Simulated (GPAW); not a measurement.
The system is Sn.

```
CELL_PARAMETERS angstrom
0.00000 3.23334 3.23334
3.23334 0.00000 3.23334
3.23334 3.23334 0.00000
ATOMIC_POSITIONS crystal
Sn 0.75000 0.75000 0.75000
Sn 0.50000 0.50000 0.50000
```

This isn't the form of Sn at room conditions, which is tetragonal (white tin).

* Program: GPAW 26.7.0
* Task: relaxation of cell and atoms
* Functional: revPBE
* Dispersion: D4
* Potentials or basis: the program's PAW data sets (release 1.2.1) made for this functional
* Cutoff: 600 eV
* Basis: pw
* k mesh: 7 × 7 × 7
* Occupations: fermi-dirac, width 0.05 eV
* Spin: no spin polarisation

At the start: pressure 1.8 GPa; volume 33.80 Å³/atom.

Task: Where does the relaxation end?

Result: Over 3 steps the energy falls by 7.9 meV/atom and the volume is 35.15 Å³/atom (+4.0 %); space group Fd-3m (No. 227, to 0.05 Å).

The path:
```
step  energy change (eV)  largest force (eV/Å)  pressure (GPa)  volume (Å³)
   1              0.0000                0.0000            1.84        67.61
   2             -0.0059                0.0000            1.44        68.17
   3             -0.0158                0.0000            0.08        70.30
```

Final structure:
```xyz
2
Lattice="0.0000 3.2758 3.2758 3.2758 0.0000 3.2758 3.2758 3.2758 0.0000" Properties=species:S:1:pos:R:3 pbc="T T T"
Sn    4.9137    4.9137    4.9137
Sn    3.2758    3.2758    3.2758
```

Caveat: later steps reuse the first step's grids; pairwise dispersion overbinds metals, which lowers pressure and volume.
